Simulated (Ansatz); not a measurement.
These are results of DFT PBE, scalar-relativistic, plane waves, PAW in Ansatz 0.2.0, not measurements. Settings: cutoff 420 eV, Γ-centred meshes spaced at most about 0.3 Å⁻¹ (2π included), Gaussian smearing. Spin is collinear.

These are static total energies at zero pressure.

Two forms of GdN were relaxed alike.

A. (parallel moments up to 6.8 μB)

```
CELL_PARAMETERS angstrom
0.00000 2.66854 2.66854
2.66854 0.00000 2.66854
2.66854 2.66854 0.00000
ATOMIC_POSITIONS crystal
Gd 0.25000 0.25000 0.25000
N 0.00000 0.00000 0.00000
```

B. (opposed moments near 6.8 μB on the magnetic atoms; signs in the order of the file + − 0 0)

```
CELL_PARAMETERS angstrom
4.08155 0.00000 0.00000
-2.04078 3.53473 0.00000
0.00000 0.00000 5.01462
ATOMIC_POSITIONS crystal
Gd 0.66667 0.33333 0.50000
Gd 0.33333 0.66667 0.00000
N 0.66667 0.33333 0.00000
N 0.33333 0.66667 0.50000
```

**Question.** Which would you expect to be lower, and how large is the difference?

**Answer.** B is lower, by 110 meV/atom. A has the zinc blende type, space group F-43m (No. 216), 19.0 Å³/atom and a gap of 1.17 eV on its mesh; B has space group P6_3/mmc (No. 194), 18.1 Å³/atom and a gap of 0.75 eV. Counting N atoms around Gd (those within 1.25 times the shortest such distance or 1.15 times the sum of covalent radii), A has Gd 4 and B has Gd 5. Their magnetic states differ too, which can make part of the margin. The denser one is the lower, and pressure would at first widen the difference. In A, Gd is surrounded by 4 N at 2.31 Å; N is surrounded by 4 Gd at 2.31 Å. In B, around Gd lie 3 N at 2.36 Å and 2 N at 2.51 Å; around N lie 3 Gd at 2.36 Å and 2 Gd at 2.51 Å. Both come from invented guesses. Shaken at random and relaxed again, A came back. The lowest form computed isn't among them: it has the rock salt type, space group Fm-3m (No. 225), 15.5 Å³/atom, is reached from a Materials Project cell and lies 80 meV/atom below the best shown.

Kohn–Sham gaps at this level usually fall short of measured ones. The 4f shell of Gd is treated without a Hubbard U, which places its levels poorly. The magnetic state reached may not be the lowest. Cells without such a test can be saddle points. Some candidate types were left out of the draw beforehand, so a known form may be missing.
